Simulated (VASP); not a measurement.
# Pt (Im-3m) in VASP: notebook

Runs on Pt. Level: PBE. Tasks: single point.

Program: VASP 6.6.1. These are calculated values, not measurements. Logs are shortened: lines on timing, memory, paths and dates and some standing lists are left out, and cuts for length are marked.

### 1 Starting point

Symmetry: Im-3m, No. 229, cubic system. The conventional cell has a = 3.111 Å, b = 3.111 Å, c = 3.111 Å, α = 90.00°, β = 90.00°, γ = 90.00°. Around Pt (site symmetry m-3m) lie 8 Pt at 2.69 Å.

The cell was built by a generator and needn't be a form met in nature.

### 2 Single point, PBE

Input file INCAR:

```
  PREC = Accurate
  ENCUT = 520
  EDIFF = 1E-7
  ISMEAR = 0
  SIGMA = 0.05
  LREAL = F
  LASPH = T
  NELM = 100
  ALGO = Normal
  ISIF = 2
  LWAVE = F
  LCHARG = F
  GGA = PE
  NBANDS = 11
```

Input file KPOINTS:

```
Automatic mesh
0
Gamma
  18 18 18
```

Input file POSCAR:

```
Pt
1.0
   -1.5556539951      1.5556539951      1.5556539951
    1.5556539951     -1.5556539951      1.5556539951
    1.5556539951      1.5556539951     -1.5556539951
Pt
1
Direct
    0.0000000000      0.0000000000      0.0000000000
```

Potentials or basis: VASP PAW PBE potentials, release 64 (Pt).

Run with:

```console
$ cat potpaw_PBE.64/Pt/POTCAR > POTCAR
$ mpirun -np 1 vasp_std > vasp.out
```

OUTCAR:

```text
PREC = Accurate
   ENCUT = 520
   EDIFF = 1E-7
   ISMEAR = 0
   LREAL = F
   LASPH = T
   NELM = 100
   ISIF = 2
   GGA = PE

 ion  position               nearest neighbor table
   1  0.000  0.000  0.000-

  LATTYP: Found a body centered cubic cell.
 ALAT       =     3.1113079902

  Lattice vectors:

 A1 = (  -1.5556539951,   1.5556539951,   1.5556539951)
 A2 = (   1.5556539951,  -1.5556539951,   1.5556539951)
 A3 = (   1.5556539951,   1.5556539951,  -1.5556539951)

Analysis of symmetry for initial positions (statically):
=====================================================================
 Subroutine PRICEL returns:
 Original cell was already a primitive cell.

 Routine SETGRP: Setting up the symmetry group for a
 body centered cubic supercell.

 Subroutine GETGRP returns: Found 48 space group operations
 (whereof 48 operations were pure point group operations)
 out of a pool of 48 trial point group operations.

The static configuration has the point symmetry O_h .

Analysis of symmetry for dynamics (positions and initial velocities):
=====================================================================
 Subroutine PRICEL returns:
 Original cell was already a primitive cell.

 Routine SETGRP: Setting up the symmetry group for a
 body centered cubic supercell.

 Subroutine GETGRP returns: Found 48 space group operations
 (whereof 48 operations were pure point group operations)
 out of a pool of 48 trial point group operations.

The dynamic configuration has the point symmetry O_h .

 Subroutine INISYM returns: Found 48 space group operations
 (whereof 48 operations are pure point group operations),
 and found     1 'primitive' translations

----------------------------------------------------------------------------------------

                                     Primitive cell

  volume of cell :      15.0591

  direct lattice vectors                    reciprocal lattice vectors
    -1.555653995  1.555653995  1.555653995     0.000000000  0.321408232  0.321408232
     1.555653995 -1.555653995  1.555653995     0.321408232  0.000000000  0.321408232
     1.555653995  1.555653995 -1.555653995     0.321408232  0.321408232  0.000000000

  length of vectors
     2.694471759  2.694471759  2.694471759     0.454539881  0.454539881  0.454539881

  position of ions in fractional coordinates (direct lattice)
     0.000000000  0.000000000  0.000000000

  ion indices of the primitive-cell ions
   primitive index   ion index
                 1           1

----------------------------------------------------------------------------------------

 KPOINTS: Automatic mesh

Automatic generation of k-mesh.
 Grid dimensions read from file:
 generate k-points for:   18   18   18

 Generating k-lattice:

  Cartesian coordinates                     Fractional coordinates (reciprocal lattice)
     0.000000000  0.017856013  0.017856013     0.055555556  0.000000000  0.000000000
     0.017856013  0.000000000  0.017856013     0.000000000  0.055555556  0.000000000
     0.017856013  0.017856013  0.000000000     0.000000000  0.000000000  0.055555556

  Length of vectors
     0.025252216  0.025252216  0.025252216

  Shift w.r.t. Gamma in fractional coordinates (k-lattice)
     0.000000000  0.000000000  0.000000000

 Subroutine IBZKPT returns following result:
 ===========================================

 Found    195 irreducible k-points:

 Following reciprocal coordinates:
            Coordinates               Weight
  0.000000  0.000000  0.000000      1.000000
  0.055556  0.000000  0.000000     12.000000
  0.111111  0.000000  0.000000     12.000000
  0.166667  0.000000  0.000000     12.000000
  0.222222  0.000000  0.000000     12.000000
  0.277778  0.000000  0.000000     12.000000
[... 16 lines left out ...]
  0.333333  0.111111 -0.000000     48.000000
  0.388889  0.111111 -0.000000     48.000000
 [... further k-points ...]
   k-points           NKPTS =    195   k-points in BZ     NKDIM =    195   number of bands    NBANDS=     11
   number of dos      NEDOS =    301   number of ions     NIONS =      1
   total plane-waves  NPLWV =   8000
   dimension x,y,z NGX =    20 NGY =   20 NGZ =   20
   dimension x,y,z NGXF=    40 NGYF=   40 NGZF=   40
   ions per type =               1
   NGX,Y,Z   is equivalent  to a cutoff of  12.34, 12.34, 12.34 a.u.
   NGXF,Y,Z  is equivalent  to a cutoff of  24.68, 24.68, 24.68 a.u.
 SYSTEM =  unknown system
   PREC   = accura    normal or accurate (medium, high low for compatibility)
   ISTART =      0    job   : 0-new  1-cont  2-samecut
   ICHARG =      2    charge: 1-file 2-atom 10-const
   ISPIN  =      1    spin polarized calculation?
   LNONCOLLINEAR =      F non collinear calculations
   LSORBIT =      F    spin-orbit coupling
   LASPH  =      T    aspherical Exc in radial PAW
   ENCUT  =  520.0 eV  38.22 Ry    6.18 a.u.   5.01  5.01  5.01*2*pi/ulx,y,z
   NELM   =    100;   NELMIN=  2; NELMDL= -5     # of ELM steps
   EDIFF  = 0.1E-06   stopping-criterion for ELM
   LREAL  =      F    real-space projection
   EDIFFG = 0.1E-05   stopping-criterion for IOM
   NSW    =      0    number of steps for IOM
   IBRION =     -1    ionic relax: 0-MD 1-quasi-New 2-CG
   NFREE  =      0    steps in history (QN), initial steepest desc. (CG)
   ISIF   =      2    stress and relaxation
   ISYM   =      2    0-nonsym 1-usesym 2-fastsym
   POTIM  = 0.5000    time-step for ionic-motion
   TEBEG  =    0.0;   TEEND  =   0.0 temperature during run
   PSTRESS=    0.0 pullay stress
   NELECT =      10.0000    total number of electrons
   NUPDOWN=      -1.0000    fix difference up-down
   EMIN   =  10.00;   EMAX   =-10.00  energy-range for DOS
   EFERMI =   0.00;   METHOD = LEGACY
   ISMEAR =     0;   SIGMA  =   0.05  broadening in eV -4-tet -1-fermi 0-gaus
   EFERMI_NEDOS =   21; number of points for ismear=-14 and -15
   IALGO  =     38    algorithm
   IMIX   =      4    mixing-type and parameters
     AMIX     =   0.40;   BMIX     =  1.00
     AMIX_MAG =   1.60;   BMIX_MAG =  1.00
  volume/ion in A,a.u.               =      15.06       101.62
  Fermi-wavevector in a.u.,A,eV,Ry     =   1.428264  2.699028 27.755042  2.039938
  Thomas-Fermi vector in A             =   2.548345
   LORBIT       =      0    0 simple, 1 ext, 2 COOP (PROOUT), +10 PAW based schemes
   GGA     = PE    functional components
   LHFCALC =     F    Hartree Fock is set to
   AEXX    =    0.0000 exact exchange contribution
   IVDW    =     0    specifies the selected vdW correction
   LEPSILON=     F    determine dielectric tensor
   LRPA    =     F    only Hartree local field effects (RPA)
 non-spin polarized calculation
 Gauss-broadening in eV      SIGMA  =   0.05
  energy-cutoff  :      520.00
  volume of cell :       15.06
 maximum number of plane-waves:       420
   NGX =  9   NGY =  9   NGZ =  9

 number of electron      10.0000000 magnetization

 number of electron       9.9999999 magnetization

 Free energy of the ion-electron system (eV)
  ---------------------------------------------------
  ext. energy  EPLUGINS =         0.00000000
  ---------------------------------------------------
  free energy    TOTEN  =        -5.97921241 eV

  energy without entropy =       -5.97855346  energy(sigma->0) =       -5.97888294

 E-fermi :  11.1208     XC(G=0): -13.4912

 val. band max:       11.1108769365   @ k =  -0.3889   0.3889   0.2222
 cond. band min:      11.1341793972   @ k =  -0.3889   0.5000   0.0556
 fundamental gap:      0.0233024607
 Fermi energy:        11.1208288376

 k-point     1 :       0.0000    0.0000    0.0000
  band No.  band energies     occupation
      1       1.0740      2.00000
      2       7.3277      2.00000
      3       7.3277      2.00000
      4       7.3277      2.00000
      5       9.9934      2.00000
      6       9.9934      2.00000
      7      28.1525      0.00000
      8      28.1525      0.00000
      9      28.1525      0.00000
     10      38.8021      0.00000
     11      38.8021      0.00000

 k-point     2 :       0.0556    0.0000    0.0000
  band No.  band energies     occupation
      1       1.2061      2.00000
      2       7.2738      2.00000
      3       7.3273      2.00000
      4       7.4354      2.00000
      5       9.9217      2.00000
      6       9.9968      2.00000
      7      28.2217      0.00000
      8      28.2856      0.00000
      9      28.3505      0.00000
     10      36.9727      0.00000
     11      37.6115      0.00000

 k-point     3 :       0.1111    0.0000    0.0000
  band No.  band energies     occupation
      1       1.5908      2.00000
      2       7.1219      2.00000
      3       7.3179      2.00000
      4       7.7541      2.00000
      5       9.7503      2.00000
      6      10.0090      2.00000
      7      28.3457      0.00000
      8      28.5276      0.00000
      9      28.9306      0.00000
     10      35.2431      0.00000
     11      35.7588      0.00000

 k-point     4 :       0.1667    0.0000    0.0000
  band No.  band energies     occupation
      1       2.1877      2.00000
      2       6.8981      2.00000
      3       7.2908      2.00000
      4       8.2687      2.00000
      5       9.5842      2.00000
      6      10.0347      2.00000
      7      28.2535      0.00000
      8      28.3199      0.00000
      9      29.8536      0.00000
     10      34.2528      0.00000
     11      34.3234      0.00000

 k-point     5 :       0.2222    0.0000    0.0000
  band No.  band energies     occupation
      1       2.9049      2.00000
      2       6.6366      2.00000
      3       7.2963      2.00000
      4       8.9518      2.00000
      5       9.5176      2.00000
      6      10.0778      2.00000
      7      27.0130      0.00000
      8      27.6710      0.00000
      9      31.0591      0.00000
     10      34.0292      0.00000
     11      34.3083      0.00000
[... 211 lines left out ...]
 k-point    21 :       0.2222    0.1111    0.0000
  band No.  band energies     occupation
      1       3.9068      2.00000
      2       6.4395      2.00000
      3       7.0619      2.00000
      4       9.3978      2.00000
      5      10.2083      2.00000
      6      10.4197      2.00000
      7      24.8143      0.00000
      8      26.7633      0.00000
      9      29.9105      0.00000
     10      31.6512      0.00000
     11      35.7466      0.00000

 k-point    22 :       0.2778    0.1111   -0.0000
  band No.  band energies     occupation
      1       4.3055      2.00000
      2       6.2125      2.00000
      3       7.5412      2.00000
      4       9.5471      2.00000
      5      10.3352      2.00000
      6      11.3701      0.00000
      7      22.5080      0.00000
      8      25.8311      0.00000
      9      28.7030      0.00000
     10      32.8891      0.00000
     11      36.6142      0.00000

 k-point    23 :       0.3333    0.1111   -0.0000
  band No.  band energies     occupation
      1       4.4070      2.00000
      2       6.0402      2.00000
      3       8.3054      2.00000
      4       9.7271      2.00000
      5      10.4692      2.00000
      6      12.3973      0.00000
      7      20.2910      0.00000
      8      25.0567      0.00000
      9      27.6015      0.00000
     10      34.0940      0.00000
     11      36.3861      0.00000

 k-point    24 :       0.3889    0.1111   -0.0000
  band No.  band energies     occupation
      1       4.3860      2.00000
      2       5.9334      2.00000
      3       8.9691      2.00000
      4       9.7901      2.00000
      5      10.7562      2.00000
      6      13.3509      0.00000
      7      18.4428      0.00000
      8      24.5401      0.00000
      9      26.8141      0.00000
     10      34.9270      0.00000
     11      35.9661      0.00000

 [... further k-points ...]

------------------------ aborting loop because EDIFF is reached ----------------------------------------

  FORCE on cell =-STRESS in cart. coord.  units (eV):
  Direction    XX          YY          ZZ          XY          YZ          ZX
  --------------------------------------------------------------------------------------
  -------------------------------------------------------------------------------------
  Total        1.2145099      1.2145099      1.2145099      0.0000000      0.0000000      0.0000000
  in kB      129.2149133    129.2149133    129.2149133      0.0000000      0.0000000      0.0000000
  external PRESSURE =     129.2149133 kB  Pullay stress =       0.0000000 kB

 VOLUME and BASIS-vectors are now :
 -----------------------------------------------------------------------------
  energy-cutoff  :      520.00
  volume of cell :       15.06
      direct lattice vectors                 reciprocal lattice vectors
    -1.555653995  1.555653995  1.555653995     0.000000000  0.321408232  0.321408232
     1.555653995 -1.555653995  1.555653995     0.321408232  0.000000000  0.321408232
     1.555653995  1.555653995 -1.555653995     0.321408232  0.321408232  0.000000000

 POSITION                                       TOTAL-FORCE (eV/Angst)
 -----------------------------------------------------------------------------------
      0.00000      0.00000      0.00000        -0.000000      0.000000      0.000000
 -----------------------------------------------------------------------------------
    total drift:                                0.000000     -0.000000      0.000000

  FREE ENERGIE OF THE ION-ELECTRON SYSTEM (eV)
  ---------------------------------------------------
  free  energy   TOTEN  =        -5.9792124135 eV

  energy  without entropy=       -5.9785534577  energy(sigma->0) =       -5.97888294
```

Run time: 21 s. Hardware: 1 thread of AMD EPYC 7R13 (Zen 3), shared host; peak memory 0.12 GiB.

What came out:

```
Free energy            : -5.9792 eV
Pressure               : 12.9 GPa
Band gap on the k mesh : none (metal or under the smearing width)
```

Spin-orbit coupling is left out, which matters for the levels of Pt.

[end of part 1 of 2]
